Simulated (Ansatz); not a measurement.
Li: pressure against volume, fitted

```yaml
crystal:
  lattice:
    - [0.00000, 2.20200, 2.20200]
    - [2.20200, 0.00000, 2.20200]
    - [2.20200, 2.20200, 0.00000]
  atoms:
    - { symbol: Li, position: [0.00000, 0.00000, 0.00000] }
```

The cell is COD entry 9008473, as deposited and not checked against the literature; nothing was relaxed.

Level of theory: Ansatz 0.2.0, DFT, PBE, all-electron LAPW, scalar-relativistic.

The runs use a Γ-centred 13×13×13 k mesh, Fermi–Dirac smearing of 0.08 eV, basis error target 0.25 meV/atom, no spin polarisation.

The cell is scaled evenly. Fractional coordinates are held (clamped ions).

```
V (Å³/atom)  P (GPa)
     20.073     0.12
     20.286    -0.02
     20.500    -0.16
     20.820    -0.36
     20.927    -0.43
     21.141    -0.55
     21.354    -0.67
     21.568    -0.78
     21.781    -0.89
     21.888    -0.94
     22.208    -1.09
     22.635    -1.27
```

Task: Fit a third-order Birch–Murnaghan curve to the pressures.

Result: P = (3B0/2)(y^(7/2) − y^(5/2))[1 + (3/4)(B0′ − 4)(y − 1)] with y = (V0/V)^(2/3) fits within 0.01 GPa for V0 = 20.253 Å³/atom, B0 = 13.8 GPa and B0′ = 3.30.

Task: Predict the pressure at the withheld volume, 22.422 Å³/atom.

Result: There y = 0.9344, so the fit gives -1.18 GPa; the run gave -1.18 GPa.
